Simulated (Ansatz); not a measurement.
# TiB2: properties at the relaxed cell

One table from this session's results is given with a row withheld; the runs are named, their logs left out.

Computed with Ansatz 0.2.0 (DFT PBEsol, scalar-relativistic, plane waves, PAW, unless a step's input says otherwise).

1 further run of the same task is left out (set aside as unsound or not needed).

## The starting structure

The structure is hexagonal, space group P6/mmm (No. 191). The conventional cell has a = 3.017 Å, b = 3.017 Å, c = 3.186 Å, α = 90.00°, β = 90.00°, γ = 120.00°. Ti (site symmetry 6/mmm) has 12 B at 2.36 Å in its first shell of neighbours. B (site symmetry -6m2) has 3 B at 1.74 Å and 6 Ti at 2.36 Å in its first shell of neighbours.

Structure file:

```
Ti B
1.0
     3.01721    0.00000    0.00000
    -1.50860    2.61298    0.00000
     0.00000    0.00000    3.18580
Ti B
1 2
Direct
  0.00000 0.00000 0.00000
  0.33333 0.66667 0.50000
  0.66667 0.33333 0.50000
```

It is the result of an earlier relaxation at this level (volume 8.37 Å³/atom; gap on the mesh: none (metal)).

The first run:

File input.yaml:

```yaml
crystal:
  lattice:
    - [3.0172065488, 0.0, 0.0]
    - [-1.5086032744, 2.6129775198, 0.0]
    - [0.0, 0.0, 3.1858007608]
  atoms:
    - { symbol: Ti, position: [0.0, 0.0, 0.0] }
    - { symbol: B, position: [0.3333333333, 0.6666666667, 0.5] }
    - { symbol: B, position: [0.6666666667, 0.3333333333, 0.5] }
basis:
  ecutwfc: 420
kpoints:
  mp_grid: { grid: [18, 18, 14] }
  band_path:
    path:
      - [[0.0, 0.0, 0.0], [0.5, 0.0, 0.0], [0.33333333, 0.33333333, 0.0], [0.0, 0.0, 0.0], [0.0, 0.0, 0.5], [0.5, 0.0, 0.5], [0.33333333, 0.33333333, 0.5], [0.0, 0.0, 0.5]]
      - [[0.5, 0.0, 0.5], [0.5, 0.0, 0.0]]
      - [[0.33333333, 0.33333333, 0.5], [0.33333333, 0.33333333, 0.0]]
    npoints: 14
hamiltonian:
  xc: pbesol
scf:
  occupations: { method: gaussian, width: 0.1 }
  n_extra_bands: 7
output:
  forces: true
  stress: true
  eigenvalues: true
  populations: true
  dos: { projected: true, de: 0.02, nscf_kmesh: { grid: [27, 27, 21] } }
  bader: true
  write_density: true
  write_potential: true
  elf: true
  volumetric_format: npy
```

Launch:

```
ansatz run input.yaml --threads 1 --pin off --max-ram 2560MiB --backend cpu --events-out ev --progress --plain --runs-dir out
```

Among the steps run: Static run: bands, density of states and charges; Back to the database's cell; Volume × 0.97; The cell scaled to 1.03 of its volume; Volume × 0.94; Point at V/V0 = 1.06; The cell scaled to 0.91 of its volume; Point at V/V0 = 1.10; The cell scaled to 0.88 of its volume.

One of the session's tables, all rows but one given; the rest of the session is left out.

It belongs to the step «Equation of state». 

```
volume (Å³/atom)  energy above the lowest point (meV/atom)  pressure (GPa)
           7.368                                     121.5           43.07
           7.619                                      64.7           29.78
           7.870                                         ?               ?
           8.121                                       6.4            8.47
           8.372                                       0.0           -0.03
           8.623                                       6.0           -7.37
           8.875                                      22.6          -13.72
           9.209                                      59.0          -20.85
```

**Question.** Estimate the row for volume (Å³/atom) = 7.870.

Worked estimate for «energy above the lowest point (meV/atom)». A straight line through the neighbours (7.619, 64.7) and (8.121, 6.4) gives 64.7 + (6.4 − 64.7) × (7.870 − 7.619) / (8.121 − 7.619) = 35.5; a parabola fitted to 4 rows on both sides gives 27.1.

The run gave: energy above the lowest point (meV/atom): 27.3; pressure (GPa): 18.33. In «energy above the lowest point (meV/atom)» the line misses by +8.2 and the parabola by -0.2.
